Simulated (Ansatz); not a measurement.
LaAlO3 (R-3c), relaxed with HSE06 (Ansatz, a first-principles code, plane waves, PAW): a = b = 5.3582 Å, c = 13.0679 Å, α = β = 90.00°, γ = 120.00°.

```
Property              Value
--------------------  -----
gap (eV)               5.46
B₀ by P(V) fit (GPa)    199
```

**Question.** The same phase is relaxed and computed with LDA in the same code. What are the cell and these values now?

**Answer.** a = b = 5.302 Å, c = 12.934 Å, α = β = 90.00°, γ = 120.00°.

gap (eV): 3.89
B₀ by P(V) fit (GPa): 210

All cells were relaxed under the symmetry of their starts (and spin orders); stability against distortions was not tested throughout. Scalar-relativistic: spin–orbit coupling is off unless named, which matters more the heavier the elements.

Potentials: the later of the program's two PAW sets.

Ansatz is a plane-wave DFT program.
